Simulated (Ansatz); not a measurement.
# Binding across the interface in twisted h-AlN/h-SiC alternating trilayer, 38.21° (42 atoms), part 3 of 4

Aim: the interaction energy between the two parts of twisted h-AlN/h-SiC alternating trilayer, 38.21° (42 atoms) and its distance dependence.

Ansatz 0.2.0; Kohn-Sham DFT, PBE+D3(BJ), PAW (set soft_2), plane waves.

So far. Step 3 (Relaxation): The relaxation converged after 27 steps, 2.98 eV below its start, with a largest force component of 0.024 eV/Å. Step 6 (The upper part alone): The whole (-19137.905 eV) less the lower (-12669.474 eV) and the upper part (-6461.936 eV) leaves -6.495 eV.

## (7) Upper part moved by +0.3 Å

Moving the upper part rigidly maps the well in which it sits.

Input file input.yaml:

```yaml
crystal:
  lattice:
    - [8.2415, 0.0, 0.0]
    - [-4.12075, 7.13735, 0.0]
    - [0.0, 0.0, 20.35]
  atoms:
    - { symbol: Al, position: [0.21499, 0.33161, 0.34319] }
    - { symbol: "N", position: [0.25978, 0.13997, 0.3629] }
    - { symbol: Al, position: [0.35914, 0.75981, 0.35494] }
    - { symbol: "N", position: [0.40403, 0.57392, 0.33013] }
    - { symbol: Al, position: [0.50862, 0.20799, 0.36071] }
    - { symbol: "N", position: [0.54918, 0.00574, 0.38031] }
    [... 30 atom lines left out ...]
    - { symbol: Al, position: [0.75199, 0.87473, 0.65327] }
    - { symbol: "N", position: [0.79798, 0.6871, 0.67396] }
    - { symbol: Al, position: [0.89711, 0.31812, 0.65631] }
    - { symbol: "N", position: [0.94752, 0.12644, 0.63128] }
    - { symbol: Al, position: [0.03132, 0.72307, 0.67217] }
    - { symbol: "N", position: [0.083, 0.53928, 0.68965] }
kpoints:
  mp_grid: { grid: [3, 3, 1] }
hamiltonian:
  xc: pbe
  dispersion: d3bj
scf:
  occupations: { method: gaussian, width: 0.05 }
output:
  forces: true
  eigenvalues: true
```

Command:

```console
ansatz run input.yaml --threads 4 --pin off --max-ram 8192MiB --backend cpu --events-out ev --progress --plain --runs-dir out
```

What it wrote:

```text
[...]
Crystal: 42 atoms, lattice volume = 1197.037 Å³
Basis set: ecut = 420 eV, 23439 PW (Γ), exchange–correlation on 120×120×288 points (8 copies of the dense FFT grid, shifted against one another)
Bands: 126, of which v1, the nominal top of the filled ones, is band 84 counted from 1 (83 counted from 0)
Symmetry: 1 space group operations
[...]
k-points: 5 of 9 (time reversal used)
[...]
SCF iter   1: F=—  HF=-19137.061265 eV  |F-HF|=—  |Δ(HF+E_count)|=         —  Δρ=2.27e-3  dr2=1.09e-1  ethr=1.77e-3  ⟨swp⟩=9.8  Hψ=3837  notcnv=0  defer=100
[...]
SCF iter   9: F=-19137.056726 eV  HF=-19137.056726 eV  |F-HF|=3.91e-9  |Δ(HF+E_count)|=   7.56e-8  Δρ=1.16e-6  dr2=1.66e-8  ethr=5.95e-11  ⟨swp⟩=18.2  Hψ=2497  notcnv=0
SCF 1 converged in 9 iterations: F = -19137.056726 eV  dr2 = 1.66e-8
[...]
SCF converged after 9 iterations
Free energy (F): -19137.056726 eV
[...]
Internal energy: -19137.056726 eV  (E = F + TS)
E sigma→0 (E₀):  -19137.056726 eV
Fermi energy:    1.032545 eV
[...]
Σ components = -19137.056726   (vs F -19137.056726, Δ=0.00e0)
--- Forces (eV/Å), atoms counted from 1 ---
  atom   1  Al    -0.00889154     0.00227335     0.00768035
  atom   2  N      0.01507102    -0.00290511    -0.03167400
  atom   3  Al    -0.00923791    -0.04329107     0.04793234
  atom   4  N      0.00200850     0.00810186    -0.02266298
[...]
atom  42  N      0.03355783    -0.11938257    -0.26031167
  max |Σ_I F_I| component: 1.04e-5 eV/Å
--- Band table (eV; the first three rows and the last of 5) ---
[...]
```

The job ended after 22 s (4 threads of Arm Neoverse V2, shared host; peak memory 2.9 GiB).

Upper part moved by +0.3 Å: the energy stands 0.848 eV above that of the reference.

## (8) Upper part moved by -0.3 Å

Another point of the curve.

input.yaml: that of step 7 with these lines changed.

```diff
@@ -13,8 +13,8 @@
     [... 30 atom lines left out ...]
-    - { symbol: Al, position: [0.75199, 0.87473, 0.65327] }
-    - { symbol: "N", position: [0.79798, 0.6871, 0.67396] }
-    - { symbol: Al, position: [0.89711, 0.31812, 0.65631] }
-    - { symbol: "N", position: [0.94752, 0.12644, 0.63128] }
-    - { symbol: Al, position: [0.03132, 0.72307, 0.67217] }
-    - { symbol: "N", position: [0.083, 0.53928, 0.68965] }
+    - { symbol: Al, position: [0.75199, 0.87473, 0.62379] }
+    - { symbol: "N", position: [0.79798, 0.6871, 0.64448] }
+    - { symbol: Al, position: [0.89711, 0.31812, 0.62683] }
+    - { symbol: "N", position: [0.94752, 0.12644, 0.6018] }
+    - { symbol: Al, position: [0.03132, 0.72307, 0.64269] }
+    - { symbol: "N", position: [0.083, 0.53928, 0.66017] }
 kpoints:
```

What it wrote:

```text
[...]
Crystal: 42 atoms, lattice volume = 1197.037 Å³
Basis set: ecut = 420 eV, 23439 PW (Γ), exchange–correlation on 120×120×288 points (8 copies of the dense FFT grid, shifted against one another)
Bands: 126, of which v1, the nominal top of the filled ones, is band 84 counted from 1 (83 counted from 0)
Symmetry: 1 space group operations
[...]
k-points: 5 of 9 (time reversal used)
[...]
SCF iter   1: F=—  HF=-19135.527418 eV  |F-HF|=—  |Δ(HF+E_count)|=         —  Δρ=2.83e-3  dr2=1.85e-1  ethr=1.77e-3  ⟨swp⟩=8.8  Hψ=3665  notcnv=0  defer=107
[...]
SCF iter   9: F=-19135.512649 eV  HF=-19135.512649 eV  |F-HF|=6.53e-9  |Δ(HF+E_count)|=   8.65e-8  Δρ=1.26e-6  dr2=1.86e-8  ethr=5.95e-11  ⟨swp⟩=18.2  Hψ=2718  notcnv=0
SCF 1 converged in 9 iterations: F = -19135.512649 eV  dr2 = 1.86e-8
[...]
SCF converged after 9 iterations
Free energy (F): -19135.512649 eV
[...]
Internal energy: -19135.512649 eV  (E = F + TS)
E sigma→0 (E₀):  -19135.512649 eV
Fermi energy:    0.967593 eV
[...]
Σ components = -19135.512649   (vs F -19135.512649, Δ=0.00e0)
--- Forces (eV/Å), atoms counted from 1 ---
  atom   1  Al     0.01445793    -0.02179005     0.00267914
  atom   2  N     -0.02366977    -0.01399476    -0.02387792
  atom   3  Al    -0.00229874     0.02380696    -0.01497899
  atom   4  N     -0.00822903     0.00553297     0.00263063
[...]
atom  42  N     -0.02381781     0.21778865     0.44768183
  max |Σ_I F_I| component: 7.30e-5 eV/Å
--- Band table (eV; the first three rows and the last of 5) ---
[...]
```

Elapsed: 23 s, on 4 threads; peak memory 2.9 GiB; 89 s of CPU time.

Upper part moved by -0.3 Å: the energy stands 2.39 eV above that of the reference.

## (9) Upper part moved by +0.8 Å

Another point of the curve.

input.yaml: that of step 8 with these lines changed.

```diff
@@ -13,8 +13,8 @@
     [... 30 atom lines left out ...]
-    - { symbol: Al, position: [0.75199, 0.87473, 0.62379] }
-    - { symbol: "N", position: [0.79798, 0.6871, 0.64448] }
-    - { symbol: Al, position: [0.89711, 0.31812, 0.62683] }
-    - { symbol: "N", position: [0.94752, 0.12644, 0.6018] }
-    - { symbol: Al, position: [0.03132, 0.72307, 0.64269] }
-    - { symbol: "N", position: [0.083, 0.53928, 0.66017] }
+    - { symbol: Al, position: [0.75199, 0.87473, 0.67784] }
+    - { symbol: "N", position: [0.79798, 0.6871, 0.69853] }
+    - { symbol: Al, position: [0.89711, 0.31812, 0.68088] }
+    - { symbol: "N", position: [0.94752, 0.12644, 0.65585] }
+    - { symbol: Al, position: [0.03132, 0.72307, 0.69674] }
+    - { symbol: "N", position: [0.083, 0.53928, 0.71422] }
 kpoints:
```

What it wrote:

```text
[...]
Crystal: 42 atoms, lattice volume = 1197.037 Å³
Basis set: ecut = 420 eV, 23439 PW (Γ), exchange–correlation on 120×120×288 points (8 copies of the dense FFT grid, shifted against one another)
Bands: 126, of which v1, the nominal top of the filled ones, is band 84 counted from 1 (83 counted from 0)
Symmetry: 1 space group operations
[...]
k-points: 5 of 9 (time reversal used)
[...]
SCF iter   1: F=—  HF=-19134.870199 eV  |F-HF|=—  |Δ(HF+E_count)|=         —  Δρ=2.32e-3  dr2=9.72e-2  ethr=1.77e-3  ⟨swp⟩=10.2  Hψ=3866  notcnv=0  defer=121
[...]
SCF iter   9: F=-19134.871451 eV  HF=-19134.871451 eV  |F-HF|=2.80e-8  |Δ(HF+E_count)|=   1.54e-7  Δρ=1.62e-6  dr2=3.61e-8  ethr=5.95e-11  ⟨swp⟩=17.6  Hψ=2632  notcnv=0
SCF 1 converged in 9 iterations: F = -19134.871451 eV  dr2 = 3.61e-8
[...]
SCF converged after 9 iterations
Free energy (F): -19134.871451 eV
[...]
Internal energy: -19134.871451 eV  (E = F + TS)
E sigma→0 (E₀):  -19134.871451 eV
Fermi energy:    0.989469 eV
[...]
Σ components = -19134.871451   (vs F -19134.871451, Δ=0.00e0)
--- Forces (eV/Å), atoms counted from 1 ---
  atom   1  Al     0.00418914     0.00803594     0.02257793
  atom   2  N      0.02981452     0.00015420    -0.06640357
  atom   3  Al    -0.02311249    -0.09435417     0.11427483
  atom   4  N      0.00405989     0.02369016    -0.04355296
[...]
atom  42  N      0.07430625    -0.19014469    -0.46535433
  max |Σ_I F_I| component: 6.09e-5 eV/Å
--- Band table (eV; the first three rows and the last of 5) ---
[...]
```

It took 23 s on 4 threads; peak memory 2.9 GiB.

Upper part moved by +0.8 Å: the energy stands 3.03 eV above that of the reference.

## (10) Upper part moved by +1.6 Å

Another point of the curve.

input.yaml: that of step 9 with these lines changed.

```diff
@@ -13,8 +13,8 @@
     [... 30 atom lines left out ...]
-    - { symbol: Al, position: [0.75199, 0.87473, 0.67784] }
-    - { symbol: "N", position: [0.79798, 0.6871, 0.69853] }
-    - { symbol: Al, position: [0.89711, 0.31812, 0.68088] }
-    - { symbol: "N", position: [0.94752, 0.12644, 0.65585] }
-    - { symbol: Al, position: [0.03132, 0.72307, 0.69674] }
-    - { symbol: "N", position: [0.083, 0.53928, 0.71422] }
+    - { symbol: Al, position: [0.75199, 0.87473, 0.71715] }
+    - { symbol: "N", position: [0.79798, 0.6871, 0.73784] }
+    - { symbol: Al, position: [0.89711, 0.31812, 0.72019] }
+    - { symbol: "N", position: [0.94752, 0.12644, 0.69516] }
+    - { symbol: Al, position: [0.03132, 0.72307, 0.73605] }
+    - { symbol: "N", position: [0.083, 0.53928, 0.75353] }
 kpoints:
```

What it wrote:

```text
[...]
Crystal: 42 atoms, lattice volume = 1197.037 Å³
Basis set: ecut = 420 eV, 23439 PW (Γ), exchange–correlation on 120×120×288 points (8 copies of the dense FFT grid, shifted against one another)
Bands: 126, of which v1, the nominal top of the filled ones, is band 84 counted from 1 (83 counted from 0)
Symmetry: 1 space group operations
[...]
k-points: 5 of 9 (time reversal used)
[...]
SCF iter   1: F=—  HF=-19132.840964 eV  |F-HF|=—  |Δ(HF+E_count)|=         —  Δρ=2.92e-3  dr2=2.07e-1  ethr=1.77e-3  ⟨swp⟩=7.6  Hψ=3367  notcnv=0  defer=139
[...]
SCF iter   9: F=-19132.813474 eV  HF=-19132.813474 eV  |F-HF|=3.09e-8  |Δ(HF+E_count)|=   2.02e-7  Δρ=1.94e-6  dr2=4.93e-8  ethr=5.95e-11  ⟨swp⟩=18.6  Hψ=2839  notcnv=0
SCF 1 converged in 9 iterations: F = -19132.813474 eV  dr2 = 4.93e-8
[...]
SCF converged after 9 iterations
Free energy (F): -19132.813474 eV
[...]
Internal energy: -19132.813474 eV  (E = F + TS)
E sigma→0 (E₀):  -19132.813474 eV
Fermi energy:    0.869384 eV
[...]
Σ components = -19132.813474   (vs F -19132.813474, Δ=0.00e0)
--- Forces (eV/Å), atoms counted from 1 ---
  atom   1  Al     0.02002573     0.01591406     0.03140980
  atom   2  N      0.03221641     0.00046436    -0.08145538
  atom   3  Al    -0.03905959    -0.13324042     0.16872130
  atom   4  N      0.00592062     0.03420686    -0.05095495
[...]
atom  42  N      0.10505850    -0.17791888    -0.54028752
  max |Σ_I F_I| component: 1.06e-4 eV/Å
--- Band table (eV; the first three rows and the last of 5) ---
[...]
```

Run time: 21 s. Hardware: 4 threads; peak memory 2.9 GiB.

Upper part moved by +1.6 Å: the energy stands 5.09 eV above that of the reference.

## (11) Upper part moved by +3 Å

Another point of the curve.

input.yaml: that of step 10 with these lines changed.

```diff
@@ -13,8 +13,8 @@
     [... 30 atom lines left out ...]
-    - { symbol: Al, position: [0.75199, 0.87473, 0.71715] }
-    - { symbol: "N", position: [0.79798, 0.6871, 0.73784] }
-    - { symbol: Al, position: [0.89711, 0.31812, 0.72019] }
-    - { symbol: "N", position: [0.94752, 0.12644, 0.69516] }
-    - { symbol: Al, position: [0.03132, 0.72307, 0.73605] }
-    - { symbol: "N", position: [0.083, 0.53928, 0.75353] }
+    - { symbol: Al, position: [0.75199, 0.87473, 0.78595] }
+    - { symbol: "N", position: [0.79798, 0.6871, 0.80664] }
+    - { symbol: Al, position: [0.89711, 0.31812, 0.78899] }
+    - { symbol: "N", position: [0.94752, 0.12644, 0.76396] }
+    - { symbol: Al, position: [0.03132, 0.72307, 0.80485] }
+    - { symbol: "N", position: [0.083, 0.53928, 0.82233] }
 kpoints:
```

What it wrote:

```text
[...]
Crystal: 42 atoms, lattice volume = 1197.037 Å³
Basis set: ecut = 420 eV, 23439 PW (Γ), exchange–correlation on 120×120×288 points (8 copies of the dense FFT grid, shifted against one another)
Bands: 126, of which v1, the nominal top of the filled ones, is band 84 counted from 1 (83 counted from 0)
Symmetry: 1 space group operations
[...]
k-points: 5 of 9 (time reversal used)
[...]
SCF iter   1: F=—  HF=-19131.798371 eV  |F-HF|=—  |Δ(HF+E_count)|=         —  Δρ=2.74e-3  dr2=1.69e-1  ethr=1.77e-3  ⟨swp⟩=7.8  Hψ=3445  notcnv=0  defer=129
[...]
SCF iter   9: F=-19131.785310 eV  HF=-19131.785310 eV  |F-HF|=7.87e-9  |Δ(HF+E_count)|=   1.27e-7  Δρ=1.74e-6  dr2=3.90e-8  ethr=5.95e-11  ⟨swp⟩=19.0  Hψ=2708  notcnv=0
SCF 1 converged in 9 iterations: F = -19131.785310 eV  dr2 = 3.90e-8
[...]
SCF converged after 9 iterations
Free energy (F): -19131.785310 eV
[...]
Internal energy: -19131.785310 eV  (E = F + TS)
E sigma→0 (E₀):  -19131.785310 eV
Fermi energy:    0.745782 eV
[...]
Σ components = -19131.785310   (vs F -19131.785310, Δ=0.00e0)
--- Forces (eV/Å), atoms counted from 1 ---
  atom   1  Al     0.02503253     0.02304959     0.02722270
  atom   2  N      0.03032922    -0.00177759    -0.07348149
  atom   3  Al    -0.04369432    -0.14518294     0.18482984
  atom   4  N      0.00646639     0.03590623    -0.04715399
[...]
atom  42  N      0.11280824    -0.15305779    -0.54419832
  max |Σ_I F_I| component: 2.16e-5 eV/Å
--- Band table (eV; the first three rows and the last of 5) ---
[...]
```

Elapsed: 21 s, on 4 threads; peak memory 2.9 GiB; 82 s of CPU time.

Upper part moved by +3 Å: the energy stands 6.12 eV above that of the reference.

## (12) Whole cell, LDA

The three cells are solved again with another functional, at the same geometry, to see how much of the binding hangs on it.

This step: Kohn-Sham DFT, LDA, PAW (set soft_2), plane waves.

input.yaml, the sections that differ from step 11:

```yaml
crystal:
  lattice:
    - [8.2415, 0.0, 0.0]
    - [-4.12075, 7.13735, 0.0]
    - [0.0, 0.0, 20.35]
  atoms:
    [... the 42 atom lines of step 4 ...]
hamiltonian:
  xc: lda
output:
  forces: true
# kpoints, scf: as in step 11
```

What it wrote:

```text
[...]
Crystal: 42 atoms, lattice volume = 1197.037 Å³
Basis set: ecut = 420 eV, 23439 PW (Γ)
Bands: 126, of which v1, the nominal top of the filled ones, is band 84 counted from 1 (83 counted from 0)
Symmetry: 1 space group operations
[...]
k-points: 5 of 9 (time reversal used)
[...]
SCF iter   1: F=—  HF=-18400.161274 eV  |F-HF|=—  |Δ(HF+E_count)|=         —  Δρ=5.19e-3  dr2=4.35e-1  ethr=1.77e-3  ⟨swp⟩=8.4  Hψ=3491  notcnv=0  defer=130
[...]
SCF iter   9: F=-18400.044368 eV  HF=-18400.044368 eV  |F-HF|=2.12e-8  |Δ(HF+E_count)|=   8.36e-8  Δρ=2.02e-6  dr2=7.21e-8  ethr=5.95e-11  ⟨swp⟩=5.0  Hψ=2061  notcnv=0
SCF 1 converged in 9 iterations: F = -18400.044368 eV  dr2 = 7.21e-8
[...]
SCF converged after 9 iterations
Free energy (F): -18400.044368 eV
[...]
Internal energy: -18400.044368 eV  (E = F + TS)
E sigma→0 (E₀):  -18400.044368 eV
Fermi energy:    0.686753 eV
[...]
Σ components = -18400.044368   (vs F -18400.044368, Δ=0.00e0)
--- Forces (eV/Å), atoms counted from 1 ---
  atom   1  Al    -0.04137025    -0.00388228    -0.04313204
  atom   2  N      0.03642981     0.05218169     0.01211100
  atom   3  Al    -0.03750121    -0.05444664    -0.06828203
  atom   4  N      0.03288629    -0.03097809     0.23386191
[...]
atom  42  N     -0.01387216     0.02695979    -0.29731287
  max |Σ_I F_I| component: 1.55e-4 eV/Å
```

The job ended after 19 s (4 threads; peak memory 2.8 GiB; 74 s of CPU time).

## (13) Lower part, LDA

A part alone at that level.

input.yaml: that of step 12 with these lines changed.

```diff
@@ -6,3 +6,3 @@
   atoms:
-    [... the 42 atom lines of step 4 ...]
+    [... the 28 atom lines of step 5 ...]
 kpoints:
```

What it wrote:

```text
[...]
Crystal: 28 atoms, lattice volume = 1197.037 Å³
Basis set: ecut = 420 eV, 23439 PW (Γ)
Bands: 84, of which v1, the nominal top of the filled ones, is band 56 counted from 1 (55 counted from 0)
Symmetry: 1 space group operations
[...]
k-points: 5 of 9 (time reversal used)
[...]
SCF iter   1: F=—  HF=-12176.197727 eV  |F-HF|=—  |Δ(HF+E_count)|=         —  Δρ=4.35e-3  dr2=2.90e-1  ethr=1.77e-3  ⟨swp⟩=10.0  Hψ=2759  notcnv=0  defer=72
[...]
SCF iter   9: F=-12176.132033 eV  HF=-12176.132033 eV  |F-HF|=1.27e-8  |Δ(HF+E_count)|=   5.36e-8  Δρ=1.50e-6  dr2=4.03e-8  ethr=8.93e-11  ⟨swp⟩=5.0  Hψ=1384  notcnv=0
SCF 1 converged in 9 iterations: F = -12176.132033 eV  dr2 = 4.03e-8
[...]
SCF converged after 9 iterations
Free energy (F): -12176.132033 eV
[...]
Internal energy: -12176.132033 eV  (E = F + TS)
E sigma→0 (E₀):  -12176.132033 eV
Fermi energy:    -0.997886 eV
[...]
Σ components = -12176.132033   (vs F -12176.132033, Δ=0.00e0)
--- Forces (eV/Å), atoms counted from 1 ---
  atom   1  Al    -0.00731858     0.02162037     0.00913950
  atom   2  N      0.06517238     0.05883991    -0.05417849
  atom   3  Al    -0.07674733    -0.18602280     0.14105042
  atom   4  N      0.04056760     0.00031028     0.17933361
[...]
atom  28  C      0.03062017     0.16982304     0.19408223
  max |Σ_I F_I| component: 3.39e-4 eV/Å
```

It took 13 s on 4 threads; peak memory 2 GiB.

[end of part 3 of 4]

[Logs are printed without paths, hosts, clocks, repeated set-up lines and the standing remarks that a program may print on its own settings, such as how far it seeks lower states.]

[Hosts, paths, dates, database ids (printed as entryN), source tags and the programs' standing remarks are cut or masked in the printed files.]
